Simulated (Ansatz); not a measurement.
# W (Pbcm) in Ansatz: equation of state

Aim: energy against volume of W in PBEsol, for its equilibrium volume and stiffness.

Everything below comes from runs of Ansatz 0.2.0. Logs are shortened: lines on timing, memory, paths and dates and some standing lists are left out, and cuts for length are marked.

## 1. Starting point

Symmetry: Pbcm, No. 57, orthorhombic system. Conventional cell: a = 2.810 Å, b = 4.864 Å, c = 4.924 Å, α = 90.00°, β = 90.00°, γ = 90.00°. W (site symmetry m) is surrounded by 12 W at 2.70 to 3.06 Å.

This isn't the form of W at room conditions, which is bcc.

## 2. Single point, PBEsol, 15.81 Å³/atom (volume scaled by 0.94)

input.yaml

```yaml
crystal:
  lattice:
    - [2.7523058654, 0.0, 0.0]
    - [0.0, 4.7645794866, 0.0]
    - [0.0, 0.0, 4.8231832256]
  atoms:
    - { symbol: W, position: [0.793172, 0.936843, 0.75] }
    - { symbol: W, position: [0.206828, 0.436843, 0.75] }
    - { symbol: W, position: [0.206828, 0.063157, 0.25] }
    - { symbol: W, position: [0.793172, 0.563157, 0.25] }
hamiltonian:
  xc: pbesol
  pseudopotentials: { kind: paw }
kpoints:
  mp_grid: { grid: [9, 6, 6] }
scf:
  occupations: { method: fermi_dirac, width: 0.05 }
output:
  forces: true
  stress: true
  eigenvalues: true
  write_density: true
  write_potential: true
  elf: true
  volumetric_format: npy
```

Potentials or basis: Ansatz PAW.

The run is started by

```console
$ ansatz run input.yaml --threads 2 --pin off --max-ram 5632MiB --backend cpu --events-out ev --progress --plain --runs-dir out
```

Log:

```text
Warning: RAYON_NUM_THREADS=2 ignored (pool sized by the plan → 2); use --threads N
Engine: ansatz 0.2.0, aarch64-unknown-linux-gnu
Pseudopotentials: kind: paw
Pseudopotential: W, paw, valence charge 14, recommended cutoff 420 eV (normal), W.paw.azcp
Functional definition: PBEsol
  exchange = pbesol_x
  correlation = pbesol_c
Crystal: 4 atoms, lattice volume = 63.249 Å³
Basis set: ecut = 420 eV, 1227 PW (Γ), exchange–correlation on 40×64×72 points (8 copies of the dense FFT grid, shifted against one another)
Bands: 34, of which v1, the nominal top of the filled ones, is band 28 counted from 1 (27 counted from 0)
Symmetry: 8 space group operations
Space group: Pbcm (ITA 57), of the structure as read, at distance tolerance 4.0e-5 Å
k-points: 80 of 324
Non-local potential: W, projectors of the file, l = 0: 3, l = 1: 2, l = 2: 2, l = 3: 1
PAW form: soft (Blöchl's): semilocal exchange-correlation on the pseudo side does not see the compensation charge
PAW frozen core: W, regenerated for the run's functional, and the local potential with it (the file was generated under x = pbe(κ = 0.804, μ = 0.2195149727645171), c = pbe(β = 0.06672455060314922))
PAW one-centre angular grid: W, 590 points (default); XC on 64 Gauss nodes
Initial density: superposition of atomic densities (neutral atoms: chi_scale 0, normalization atom), corrected by the library's trained network
Initial wavefunctions: pseudopotential atomic-orbital guess
Functional: x = pbesol(κ = 0.804, μ = 0.12345679012345678), c = pbesol(β = 0.046)
SCF iter   1: F=—  HF=-41024.196370 eV  |F-HF|=—  |Δ(HF+E_count)|=         —  Δρ=7.40e-3  dr2=2.48e-2  ethr=1.77e-3  ⟨swp⟩=4.9  Hψ=10817  notcnv=0
preconditioner: auto → Kerker (q_TF=auto, 2.673 Å⁻¹)  [metal: Δε(μ)=0.007 eV  Ē_g=4.916 eV  σ=0.050 eV  W_gap=0.03  n_scr=22 (ndim 8)  ℏωp=22.9 eV  f_vac=0.000  D(μ)=3.28/eV (n_scr^D=38)]
SCF iter   2: F=—  HF=-41024.191480 eV  |F-HF|=—  |Δ(HF+E_count)|=   4.89e-3  Δρ=4.48e-3  dr2=9.83e-3  ethr=4.43e-5  ⟨swp⟩=1.0  Hψ=3361  notcnv=0
SCF iter   3: F=—  HF=-41024.188513 eV  |F-HF|=—  |Δ(HF+E_count)|=   2.97e-3  Δρ=5.59e-4  dr2=1.51e-4  ethr=1.76e-5  ⟨swp⟩=2.1  Hψ=3722  notcnv=0
SCF iter   4: F=—  HF=-41024.188471 eV  |F-HF|=—  |Δ(HF+E_count)|=   4.21e-5  Δρ=8.38e-5  dr2=1.80e-6  ethr=2.70e-7  ⟨swp⟩=2.2  Hψ=3867  notcnv=0
SCF iter   5: F=—  HF=-41024.188451 eV  |F-HF|=—  |Δ(HF+E_count)|=   1.92e-5  Δρ=1.33e-5  dr2=7.19e-8  ethr=3.22e-9  ⟨swp⟩=2.4  Hψ=4490  notcnv=0
SCF iter   6: F=-41024.188451 eV  HF=-41024.188451 eV  |F-HF|=2.47e-10  |Δ(HF+E_count)|=   6.80e-9  Δρ=1.76e-6  dr2=1.07e-9  ethr=1.28e-10  ⟨swp⟩=6.7  Hψ=16646  notcnv=0
the search or the solves at the SCF's close seem to have found levels that the self-consistency loop had missed (the run counts 1). By its estimate they hold under 1e-12 electrons; where the run keeps them, the occupations were computed again with them
SCF 1 converged in 6 iterations: F = -41024.188451 eV  dr2 = 1.07e-9
SCF converged after 6 iterations
Free energy (F): -41024.188451 eV
Harris-Foulkes:  -41024.188451 eV  (|F-HF|=2.47e-10)
Internal energy: -41024.161554 eV  (E = F + TS)
E sigma→0 (E₀):  -41024.175003 eV
Entropy (-TS):   -0.026898 eV (-6.724 meV/atom)
Fermi energy:    22.186330 eV
--- Per-component energies (eV) ---
  E_band       = -326.082363
  E_kinetic    = 1805.774949
  E_local      = -2436.427473  (includes V_loc(G=0)·N_el)
  E_nonlocal   = 15.001558
  E_hartree    = 877.181734
  E_xc         = -1061.620758
  E_vxc        = -955.549781  (∫ρ·V_xc dr)
  E_paw        = -33745.050483  (= ΣΔE_a)
  E_vpaw       = -509.245219  (= ΣTr[D̂ρ^β])
  E_aug_tail   = -0.000238  (compensation charges beyond the density's cutoff)
  E_ewald      = -6479.908011
  E_core_change = 0.887169  (= ΣΔE_core)
  E_smearing   = -0.026898  (= −TS)
  E_closure    = 0.000000  (closes the sum)
  Σ components = -41024.188451   (vs F -41024.188451, Δ=0.00e0)
--- Forces (eV/Å), atoms counted from 1 ---
  atom   1  W     -0.26592181     0.05571694     0.00000000
  atom   2  W      0.26592181     0.05571694     0.00000000
  atom   3  W      0.26592181    -0.05571694     0.00000000
  atom   4  W     -0.26592181    -0.05571694     0.00000000
  max |Σ_I F_I| component: 0.00e0 eV/Å
--- Stress (GPa, compression-positive) ---
        8.814349       0.000000       0.000000
        0.000000       7.411944       0.000000
        0.000000       0.000000       5.394755
  P = ⅓ Tr σ = 7.2070 GPa (72.070 kbar)
--- Band table (eV; the first three rows and the last of 80) ---
  k-point 0: bands = ["-51.4601", "-51.3573", "-51.3146", "-51.2505", "-16.4419", "-16.3644", "-16.2453", "-15.9246", "-15.3981", "-15.2246", "-15.1907", "-15.1730", "-15.1068", "-15.0242", "-14.9752", "-14.9653", "12.8784", "16.1527", "16.7640", "16.9615", "17.0921", "20.2071", "21.5129", "21.6317", "21.7215", "21.7531", "21.8012", "21.8106", "21.8498", "22.1796", "22.7338", "23.8370", "24.8104", "25.8160"]
  k-point 1: bands = ["-51.4533", "-51.3643", "-51.3103", "-51.2548", "-16.4503", "-16.2911", "-16.2720", "-15.8581", "-15.3977", "-15.2662", "-15.2459", "-15.2030", "-15.0891", "-15.0199", "-14.9785", "-14.9730", "13.1625", "16.0742", "16.3709", "17.1526", "17.6873", "20.0499", "20.1140", "21.3586", "21.6117", "21.6350", "21.6368", "21.7643", "22.1713", "22.6179", "23.4467", "24.1185", "25.0149", "25.8879"]
  k-point 2: bands = ["-51.4346", "-51.3832", "-51.2986", "-51.2666", "-16.4469", "-16.3369", "-16.0881", "-15.7020", "-15.5196", "-15.3711", "-15.3150", "-15.2364", "-15.0573", "-15.0106", "-14.9943", "-14.9872", "13.9355", "15.7246", "16.3678", "17.1852", "18.3705", "18.8286", "19.9276", "20.4876", "21.3079", "21.4135", "21.8176", "21.8297", "22.3544", "22.9350", "24.1777", "24.8623", "25.3941", "25.4847"]
  k-point 79: bands = ["-51.2908", "-51.2908", "-51.2908", "-51.2908", "-16.3530", "-16.3530", "-16.3530", "-16.3530", "-15.5025", "-15.5025", "-15.5025", "-15.5025", "-15.3050", "-15.3050", "-15.3050", "-15.3050", "16.4959", "16.4959", "16.4959", "16.4959", "18.6119", "18.6119", "18.6119", "18.6119", "22.8438", "22.8438", "22.8438", "22.8438", "24.4835", "24.4835", "24.4835", "24.4835", "27.2004", "27.2004"]
```

rho_z.tsv:

```text
# z_ang	rho[e/angstrom^3]
# format = ansatz-planar-average/11
# lattice	2.752305865	0.000000000	0.000000000
# lattice	0.000000000	4.764579487	0.000000000
# lattice	0.000000000	0.000000000	4.823183226
# sites	4
# site	74	2.183051948	4.463662940	3.617387419
# site	74	0.569253918	2.081373197	3.617387419
# site	74	0.569253918	0.300916547	1.205795806
# site	74	2.183051948	2.683206290	1.205795806
0.000000	3.058911e-1
0.133977	3.177820e-1
0.267955	3.627822e-1
0.401932	4.683240e-1
0.535909	6.599459e-1
0.669887	9.300558e-1
[... 28 lines left out ...]
4.555229	3.627822e-1
4.689206	3.177820e-1
```

v_z.tsv:

```text
# z_ang	v_es[eV]	v_tot[eV]
# format = ansatz-planar-average/11
# xc	pbesol
# density_cutoff_ev	1680
# datasets	W=:simpson_from_first_knot:soft:shift=-887417
# lattice	2.752305865	0.000000000	0.000000000
# lattice	0.000000000	4.764579487	0.000000000
# lattice	0.000000000	0.000000000	4.823183226
# sites	4
# site	74	2.183051948	4.463662940	3.617387419
# site	74	0.569253918	2.081373197	3.617387419
# site	74	0.569253918	0.300916547	1.205795806
# site	74	2.183051948	2.683206290	1.205795806
0.000000	2.105025e1	1.001987e1
0.133977	2.054537e1	9.443809e0
0.267955	1.888599e1	7.485278e0
0.401932	1.594293e1	3.905359e0
0.535909	1.207256e1	-9.422158e-1
0.669887	7.925404e0	-6.298954e0
[... 28 lines left out ...]
4.555229	1.888599e1	7.485278e0
4.689206	2.054537e1	9.443809e0
```

It took 5 s on 2 threads of Arm Neoverse V1, shared host; peak memory 0.41 GiB.

Results:

```
Free energy            : -41024.1885 eV
Pressure               : 7.2 GPa
Largest force          : 0.272 eV/Å
Band gap on the k mesh : none (metal or under the smearing width)
```

Caveat: the PAW data sets come from PBE, with cores solved anew for the run's functional, which leaves a small shift of forces and pressure.

## 3. Single point, PBEsol, 16.15 Å³/atom (volume scaled by 0.96)

Changes to input.yaml since step 2:

```diff
@@ -2,5 +2,5 @@
   lattice:
-    - [2.7523058654, 0.0, 0.0]
-    - [0.0, 4.7645794866, 0.0]
-    - [0.0, 0.0, 4.8231832256]
+    - [2.7716889397, 0.0, 0.0]
+    - [0.0, 4.7981339688, 0.0]
+    - [0.0, 0.0, 4.8571504237]
   atoms:
@@ -21,5 +21 @@
   eigenvalues: true
-  write_density: true
-  write_potential: true
-  elf: true
-  volumetric_format: npy
```

Potentials or basis: Ansatz PAW.

The run is started by

```console
$ ansatz run input.yaml --threads 2 --pin off --max-ram 5632MiB --backend cpu --events-out ev --progress --plain --runs-dir out
```

It took 4.7 s on 2 threads of Arm Neoverse V1, shared host; peak memory 0.41 GiB.

Results (log left out):

| Item | Value |
| --- | --- |
| Free energy | -41024.2208 eV |
| Pressure | 0.6 GPa |
| Largest force | 0.186 eV/Å |
| Band gap on the k mesh | none (metal or under the smearing width) |

Caveat: the PAW data sets come from PBE, with cores solved anew for the run's functional, which leaves a small shift of forces and pressure.

## 4. Single point, PBEsol, 16.49 Å³/atom (volume scaled by 0.98)

Changes to input.yaml since step 3:

```diff
@@ -2,5 +2,5 @@
   lattice:
-    - [2.7716889397, 0.0, 0.0]
-    - [0.0, 4.7981339688, 0.0]
-    - [0.0, 0.0, 4.8571504237]
+    - [2.7908046399, 0.0, 0.0]
+    - [0.0, 4.8312255936, 0.0]
+    - [0.0, 0.0, 4.8906490714]
   atoms:
```

The run is started by

```console
$ ansatz run input.yaml --threads 2 --pin off --max-ram 5632MiB --backend cpu --events-out ev --progress --plain --runs-dir out
```

Wall time 4.7 s (2 threads of Arm Neoverse V1, shared host); peak memory 0.41 GiB.

The run converged. Its results:

```
Free energy            : -41024.2005 eV
Pressure               : -5.3 GPa
Largest force          : 0.112 eV/Å
Band gap on the k mesh : none (metal or under the smearing width)
```

Caveat: the PAW data sets come from PBE, with cores solved anew for the run's functional, which leaves a small shift of forces and pressure.

[end of part 1 of 2]
